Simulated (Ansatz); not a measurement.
V: pressure against volume scale

All results are calculated (Ansatz 0.2.0). Periodic Kohn-Sham DFT of a crystal at fixed atoms, scaled to volume_scale times the given cell; pressure positive in compression, energy less spherical unpolarised free atoms, largest_vzz the field gradient of largest size among the nuclei.

The cell before it is scaled or strained (space group Fd-3m, No. 227):
```
V
1.0
      0.0000     2.7335     2.7335
      2.7335     0.0000     2.7335
      2.7335     2.7335     0.0000
V
2
Direct
  0.00000 0.00000 0.00000
  0.25000 0.25000 0.25000
```

Settings of every row: method frozen-core PAW; functional PBE; relativity scalar; k mesh 10x10x10; filling fermi-dirac; smearing width 0.08 eV; wave cutoff 420 eV; paw set soft_2.

Atom:
| element | start moment (bohr magneton) |
| --- | --- |
| V | 1.5 |
| V | 1.5 |

Limits: some atoms lie unusually close (a squeezed, shaken or made-up cell).

| row | volume scale | V (Å³/atom) | pressure (GPa) | cell moment (bohr magneton) |
| --- | --- | --- | --- | --- |
| 1 | 0.95 | 19.404 | 3.327 | 3.618 |
| 2 | 0.975 | 19.914 | 1.588 | 3.688 |
| 3 | 1 | 20.424 | ? | ? |
| 4 | 1.025 | 20.935 | -1.416 | 3.786 |
| 5 | 1.05 | 21.446 | -2.684 | 3.824 |

Question: what pressure should row 3 give?

Worked fit of pressure. Take u = (V_r/V)^(2/3) − 1 with V_r = 20.425 Å³ an atom, which is twice the finite (Eulerian) strain; such expansions in the strain, on which the Birch-Murnaghan equation of state is built, carry the rest volume and the bulk modulus. The shown rows have u = 0.03478, 0.01703, -0.01631, -0.032. Least squares give pressure = 0.0067 + 89.627 × u + 170.12 × u² GPa; a straight line predicts inner rows, each left out in turn, worse (root mean square 0.11 against 0.015 GPa). The rows lie off it by -0.003, 0.006, -0.006, 0.003 (root mean square 0.0047 GPa). The pressure vanishes at u = -0.0001, or V = 20.43 Å³ an atom, and there the bulk modulus at fixed shape and fractions is B = −V dP/dV = (2/3)(1 + u) dP/du = 59.7 GPa. The withheld row has u = 3e-05, so the fit gives 0.0067 + 89.627 × (3e-05) + 170.12 × (3e-05)² = 0.009 GPa.

The calculation gave 0.007 GPa. The fit lies 0.002 GPa (29 % of the value, 0.033 % of the column's range) above it; its largest miss of a shown row is 0.006 GPa.

The other values of row 3: cell moment 3.742 bohr magneton.
